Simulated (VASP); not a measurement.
# MoS2 (P-3m1) in VASP: notebook

The runs below take MoS2 through single point, with HSE06.

Program: VASP 6.6.1. These are calculated values, not measurements. Logs are shortened: lines on timing, memory, paths and dates and some standing lists are left out, and cuts for length are marked.

**1. The crystal as given**

The structure is trigonal, space group P-3m1 (No. 164). Conventional cell: a = 3.227 Å, b = 3.227 Å, c = 6.312 Å, α = 90.00°, β = 90.00°, γ = 120.00°. Around Mo (site symmetry -3m) lie 6 S at 2.42 Å. S (site symmetry 3m) has 3 Mo at 2.42 Å as nearest neighbours.

Measurements of this composition are mostly on another form, of space group No. 194.

**2. Single point, HSE06**

Contents of POSCAR:

```
MoS2
1.0
    3.2274645616      0.0000000000      0.0000000000
   -1.6137322808      2.7950663001      0.0000000000
    0.0000000000      0.0000000000      6.3124734200
Mo S
1 2
Direct
    0.0000000000      0.0000000000      0.5000000000
    0.6666666667      0.3333333333      0.7446806800
    0.3333333333      0.6666666667      0.2553193200
```

Contents of INCAR.step1:

```
SYSTEM = MoS2
  PREC = Accurate
  ENCUT = 500
  EDIFF = 1E-5
  ISMEAR = 0
  SIGMA = 0.01
  LREAL = .False.
  LASPH = .True.
  NELM = 100
  ALGO = Normal
  ISIF = 2
  LWAVE = .True.
  LCHARG = .False.
  NBANDS = 21
  NKRED = 1
  GGA = PE
```

Contents of INCAR.step2:

```
SYSTEM = MoS2
  PREC = Accurate
  ENCUT = 500
  EDIFF = 1E-6
  ISMEAR = 0
  SIGMA = 0.01
  LREAL = .False.
  LASPH = .True.
  NELM = 100
  ALGO = Normal
  ISIF = 2
  LWAVE = .False.
  LCHARG = .False.
  GGA = PE
  LHFCALC = .True.
  HFSCREEN = 0.2
  PRECFOCK = Fast
  NBANDS = 21
  NKRED = 1
  ISTART = 1
```

Contents of KPOINTS:

```
Automatic mesh
0
Gamma
  7 7 3
  0 0 0
```

Potentials or basis: VASP PAW PBE potentials, release 64 (Mo_sv, S).

On the command line:

```
$ cat potpaw_PBE.64/Mo_sv/POTCAR potpaw_PBE.64/S/POTCAR > POTCAR
$ cp INCAR.step1 INCAR
$ mpirun -np 1 vasp_std > vasp.out
$ cp INCAR.step2 INCAR
$ mpirun -np 1 vasp_std > vasp.out
```

OUTCAR:

```text
SYSTEM = MoS2
   PREC = Accurate
   ENCUT = 500
   EDIFF = 1E-6
   ISMEAR = 0
   LREAL = .False.
   LASPH = .True.
   NELM = 100
   ISIF = 2
   GGA = PE
   LHFCALC = .True.
   HFSCREEN = 0.2
   PRECFOCK = Fast
   NKRED = 1
   ISTART = 1

 Found     20 irreducible k-points:

 Following reciprocal coordinates:
            Coordinates               Weight
  0.000000  0.000000  0.000000      1.000000
  0.142857  0.000000  0.000000      6.000000
  0.285714  0.000000  0.000000      6.000000
  0.428571  0.000000  0.000000      6.000000
  0.142857  0.142857  0.000000      6.000000
  0.285714  0.142857  0.000000     12.000000
   k-points           NKPTS =     20   k-points in BZ     NKDIM =    147   number of bands    NBANDS=     21
   number of dos      NEDOS =    301   number of ions     NIONS =      3
   total plane-waves  NPLWV =  27648
   dimension x,y,z NGX =    24 NGY =   24 NGZ =   48
   dimension x,y,z NGXF=    48 NGYF=   48 NGZF=   96
   ions per type =               1   2
   NGX,Y,Z   is equivalent  to a cutoff of  12.36, 12.36, 12.64 a.u.
   NGXF,Y,Z  is equivalent  to a cutoff of  24.72, 24.72, 25.28 a.u.
 SYSTEM =  MoS2
   PREC   = accura    normal or accurate (medium, high low for compatibility)
   ISTART =      1    job   : 0-new  1-cont  2-samecut
   ICHARG =      0    charge: 1-file 2-atom 10-const
   ISPIN  =      1    spin polarized calculation?
   LNONCOLLINEAR =      F non collinear calculations
   LSORBIT =      F    spin-orbit coupling
   LASPH  =      T    aspherical Exc in radial PAW
   ENCUT  =  500.0 eV  36.75 Ry    6.06 a.u.   5.88  5.88 11.51*2*pi/ulx,y,z
   NELM   =    100;   NELMIN=  2; NELMDL=  0     # of ELM steps
   EDIFF  = 0.1E-05   stopping-criterion for ELM
   LREAL  =      F    real-space projection
   EDIFFG = 0.1E-04   stopping-criterion for IOM
   NSW    =      0    number of steps for IOM
   IBRION =     -1    ionic relax: 0-MD 1-quasi-New 2-CG
   NFREE  =      0    steps in history (QN), initial steepest desc. (CG)
   ISIF   =      2    stress and relaxation
   ISYM   =      3    0-nonsym 1-usesym 2-fastsym
   POTIM  = 0.5000    time-step for ionic-motion
   TEBEG  =    0.0;   TEEND  =   0.0 temperature during run
   PSTRESS=    0.0 pullay stress
   NELECT =      26.0000    total number of electrons
   NUPDOWN=      -1.0000    fix difference up-down
   EMIN   =  10.00;   EMAX   =-10.00  energy-range for DOS
   EFERMI =   0.00;   METHOD = LEGACY
   ISMEAR =     0;   SIGMA  =   0.01  broadening in eV -4-tet -1-fermi 0-gaus
   EFERMI_NEDOS =   21; number of points for ismear=-14 and -15
   IALGO  =     38    algorithm
   IMIX   =      1    mixing-type and parameters
     AMIX     =   0.40;   BMIX     =  1.00
     AMIX_MAG =   1.60;   BMIX_MAG =  1.00
  volume/ion in A,a.u.               =      18.98       128.09
  Fermi-wavevector in a.u.,A,eV,Ry     =   1.260612  2.382212 21.621610  1.589144
  Thomas-Fermi vector in A             =   2.394113
   LORBIT       =      0    0 simple, 1 ext, 2 COOP (PROOUT), +10 PAW based schemes
   GGA     = PE    functional components
   LHFCALC =     T    Hartree Fock is set to
   PRECFOCK=fast      Normal, Fast or Accurate (Low or Medium for compatibility)
   ENCUT4O =  -1.0   cutoff for four orbital integrals eV
   NKREDX  =     1    reduce k-point grid by
   NKREDY  =     1    reduce k-point grid by
   NKREDZ  =     1    reduce k-point grid by
   AEXX    =    0.2500 exact exchange contribution
   HFSCREEN=    0.2000 screening length (either q_TF or 0.3 A-1)
   HFSCREENC=   0.2000 screening length for correlation (either q_TF or 0.3 A-1)
   ENCUTFOCK=  -1.0 apply spherical cutoff to Coloumb kernel
   IVDW    =     0    specifies the selected vdW correction
   LEPSILON=     F    determine dielectric tensor
   LRPA    =     F    only Hartree local field effects (RPA)
 non-spin polarized calculation
 Gauss-broadening in eV      SIGMA  =   0.01
  energy-cutoff  :      500.00
  volume of cell :       56.94
 maximum number of plane-waves:      1462
  NGX = 14; NGY = 14; NGZ = 28

 number of electron      26.0000001 magnetization

 Free energy of the ion-electron system (eV)
  ---------------------------------------------------
  ext. energy  EPLUGINS =         0.00000000
  ---------------------------------------------------
  free energy    TOTEN  =       -25.15053796 eV

  energy without entropy =      -25.15007740  energy(sigma->0) =      -25.15030768

 E-fermi :   6.9926     XC(G=0):  -8.6183

 val. band max:        6.9273364295   @ k =   0.1429   0.0000   0.0000
 cond. band min:       6.9926149236   @ k =   0.2857   0.2857   0.3333
 fundamental gap:      0.0652784941
 Fermi energy:         6.9926149236

 k-point     1 :       0.0000    0.0000    0.0000
  band No.  band energies     occupation
      1     -59.3489      2.00000
      2     -31.9286      2.00000
      3     -31.8995      2.00000
      4     -31.8995      2.00000
      5      -9.9263      2.00000
      6      -8.3172      2.00000
[... 13 lines left out ...]
     20      17.1743      0.00000
     21      17.1743      0.00000

 k-point     2 :       0.1429    0.0000    0.0000
  band No.  band energies     occupation
      1     -59.3416      2.00000
      2     -31.9771      2.00000
      3     -31.9174      2.00000
      4     -31.9138      2.00000
      5      -9.5937      2.00000
      6      -8.2500      2.00000
[... 13 lines left out ...]
     20      16.5985      0.00000
     21      17.8879      0.00000

 k-point     3 :       0.2857    0.0000    0.0000
  band No.  band energies     occupation
      1     -59.3254      2.00000
      2     -32.1473      2.00000
      3     -31.9579      2.00000
      4     -31.8803      2.00000
      5      -8.7651      2.00000
      6      -8.0619      2.00000
[... 13 lines left out ...]
     20      15.5505      0.00000
     21      17.8543      0.00000

 k-point     4 :       0.4286    0.0000    0.0000
  band No.  band energies     occupation
      1     -59.3124      2.00000
      2     -32.2801      2.00000
      3     -31.9906      2.00000
      4     -31.8532      2.00000
      5      -8.2163      2.00000
      6      -7.5785      2.00000
[... 13 lines left out ...]
     20      15.5607      0.00000
     21      16.5160      0.00000

 k-point     5 :       0.1429    0.1429    0.0000
  band No.  band energies     occupation
      1     -59.3299      2.00000
      2     -32.0898      2.00000
      3     -31.9579      2.00000
      4     -31.8895      2.00000
      5      -8.9993      2.00000
      6      -8.1319      2.00000
[... 13 lines left out ...]
     20      16.4115      0.00000
     21      16.8644      0.00000

 k-point     6 :       0.2857    0.1429    0.0000
  band No.  band energies     occupation
      1     -59.3153      2.00000
      2     -32.2188      2.00000
      3     -32.0163      2.00000
      4     -31.8593      2.00000
      5      -8.1974      2.00000
      6      -7.8713      2.00000
[... 13 lines left out ...]
     20      15.7607      0.00000
     21      16.8610      0.00000

 [... further k-points ...]

------------------------ aborting loop because EDIFF is reached ----------------------------------------

  FORCE on cell =-STRESS in cart. coord.  units (eV):
  Direction    XX          YY          ZZ          XY          YZ          ZX
  --------------------------------------------------------------------------------------
  -------------------------------------------------------------------------------------
  Total       -1.4736634     -1.4736634     -0.5647038     -0.0000000      0.0000000      0.0000000
  in kB      -41.4625216    -41.4625216    -15.8883258     -0.0000000      0.0000000      0.0000000
  external PRESSURE =     -32.9377897 kB  Pullay stress =       0.0000000 kB

 VOLUME and BASIS-vectors are now :
 -----------------------------------------------------------------------------
  energy-cutoff  :      500.00
  volume of cell :       56.94
      direct lattice vectors                 reciprocal lattice vectors
     3.227464562  0.000000000  0.000000000     0.309840737  0.178886633  0.000000000
    -1.613732281  2.795066300  0.000000000     0.000000000  0.357773266  0.000000000
     0.000000000  0.000000000  6.312473420     0.000000000  0.000000000  0.158416509

 POSITION                                       TOTAL-FORCE (eV/Angst)
 -----------------------------------------------------------------------------------
      0.00000      0.00000      3.15624         0.000000      0.000000      0.000000
      1.61373      0.93169      4.70078        -0.000000     -0.000000     -0.250309
     -0.00000      1.86338      1.61170         0.000000      0.000000      0.250309
 -----------------------------------------------------------------------------------
    total drift:                                0.000000     -0.000001     -0.000000

  FREE ENERGIE OF THE ION-ELECTRON SYSTEM (eV)
  ---------------------------------------------------
  free  energy   TOTEN  =       -25.1505379605 eV

  energy  without entropy=      -25.1500773975  energy(sigma->0) =      -25.15030768
```

OSZICAR.step1:

```text
N       E                     dE             d eps       ncg     rms          rms(c)
DAV:   1     0.187676949529E+03    0.18768E+03   -0.14555E+04   912   0.113E+03
DAV:   2    -0.152770752095E+02   -0.20295E+03   -0.19777E+03  1003   0.299E+02
DAV:   3    -0.226038533918E+02   -0.73268E+01   -0.72760E+01  1062   0.549E+01
DAV:   4    -0.226846457617E+02   -0.80792E-01   -0.80734E-01   976   0.615E+00
DAV:   5    -0.226861654195E+02   -0.15197E-02   -0.15195E-02  1112   0.795E-01    0.227E+01
DAV:   6    -0.216009002898E+02    0.10853E+01   -0.15413E+01   880   0.205E+01    0.957E+00
DAV:   7    -0.211735387010E+02    0.42736E+00   -0.69878E+00   870   0.130E+01    0.615E+00
DAV:   8    -0.209977873003E+02    0.17575E+00   -0.91699E-01   970   0.502E+00    0.179E+00
DAV:   9    -0.209999078895E+02   -0.21206E-02   -0.30486E-02   985   0.107E+00    0.661E-01
DAV:  10    -0.209982110065E+02    0.16969E-02   -0.16158E-02   935   0.729E-01    0.157E-01
DAV:  11    -0.209981771370E+02    0.33869E-04   -0.64660E-04  1020   0.164E-01    0.652E-02
DAV:  12    -0.209981324541E+02    0.44683E-04   -0.16181E-04  1005   0.720E-02    0.390E-02
DAV:  13    -0.209981504598E+02   -0.18006E-04   -0.55359E-05   940   0.441E-02    0.108E-02
DAV:  14    -0.209981504238E+02    0.36041E-07   -0.34315E-06   675   0.114E-02
   1 F= -.20998150E+02 E0= -.20997920E+02  d E =-.460563E-03
```

Run time: 20 min. Hardware: 1 thread of AMD EPYC 9R45 (Zen 5), shared host; peak memory 0.26 GiB.

The run converged, but some of its settings lie outside the range that counts as converged, so its numbers aren't taken as properties of the crystal.

What came out:

```yaml
Free_energy: -25.1505 eV
Pressure: -3.3 GPa
Largest_force: 0.250 eV/Å
Band_gap_on_the_k_mesh: none (metal or under the smearing width)
```

Caveat: the PAW data sets were made with another functional, which shifts forces and pressure a little; this functional lacks dispersion, which binds the layers, so the pressure and a relaxed spacing across them are unreliable.

(Part 1 of 2 ends here.)
